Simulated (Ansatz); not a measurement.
Run this with the Ansatz DFT code, driven from Python and show what comes out.

Input file `feo.cif`:
```cif
data_FeO
_cell_length_a 3.077985
_cell_length_b 3.077985
_cell_length_c 5.256333
_cell_angle_alpha 102.66625
_cell_angle_beta 102.66625
_cell_angle_gamma 62.73212
_symmetry_space_group_name_H-M 'P 1'
_symmetry_Int_Tables_number 1
loop_
_symmetry_equiv_pos_as_xyz
'x, y, z'
loop_
_atom_site_label
_atom_site_type_symbol
_atom_site_fract_x
_atom_site_fract_y
_atom_site_fract_z
Fe1 Fe    0.500000    0.500000    0.500000
Fe2 Fe    0.000000    0.000000    0.000000
O3 O    0.750000    0.750000    0.250000
O4 O    0.250000    0.250000    0.750000
```

Script `plan_feo.py`:
```python
"""What the engine would do for FeO, without solving."""

import ansatz as az
from ase.io import read


def main() -> None:
    atoms = read("feo.cif")
    xtal = az.Crystal.from_ase(atoms).moments(Fe=4.5)

    setup = (
        xtal.calculation()
        .functional("LDA")
        .pseudopotentials("paw")
        .kpoints(10, 10, 6, shift=0.5)  # the mesh must be finer for metals
        .occupations("Fermi-Dirac", width=0.15)  # the run then minimises F = E - TS
        .spin(az.SpinTreatment.COLLINEAR)  # two spin channels
        .hubbard("Fe", "d", u_eff=4.0)  # penalises fractional filling of this shell
        .scf(tolerance=1e-05, max_iterations=200, self_checks="low")
    )
    session = setup.session()
    print("features:", ", ".join(session.active_features))
    print("SCF threshold (eV):", session.dr2_threshold)
    planned = session.plan(dry_run=True)
    told = planned.describe()
    for name in ("ecut_ev", "ecutrho_ev", "n_bands", "nominal_top_band", "n_pw_range", "fft_dense", "fft_smooth", "n_sym_ops", "cell_volume_ang3"):
        print(f"{name:18s} {told[name]}")
    for notice in planned.prep()["deck_notices"]:
        print("resolved:", notice["kind"])


if __name__ == "__main__":
    main()
```

```console
$ python plan_feo.py
DeckWarning: basis.ecutwfc = 420 eV, auto-derived from the records' recommended cutoffs: set by Fe (normal level)
DeckWarning: where an SCF of this run starts from atoms to list the orders of its open shells, Fe (sites 0, 1, from 0) starts with 4.00 μB on its 3d shell, in the place of the 4.50 μB that the deck gives it: its open shells can hold no more by Hund's first [...]
features: AnyPaw, Paw, LdaXc, ShiftedKMesh, Hubbard, HubbardAllElectronProjectors, FractionalOccupations, CollinearSpin
SCF threshold (eV): 1e-05
ecut_ev            420.0
ecutrho_ev         1680.0
n_bands            32
nominal_top_band   22
n_pw_range         [822, 854]
fft_dense          [24, 24, 36]
fft_smooth         [24, 24, 36]
n_sym_ops          8
cell_volume_ang3   42.780124758343625
resolved: cutoff_auto_derived
resolved: cutoff_auto_derived
resolved: projection_atom
resolved: projection_atom
resolved: n_bands_auto_derived
resolved: mixing_algorithm_auto_resolved
resolved: given_moment_on_shells
resolved: check_enabled
```
(Warnings from the package without file and line, shortened.)

The structure comes from a database and needn't be a stable phase.
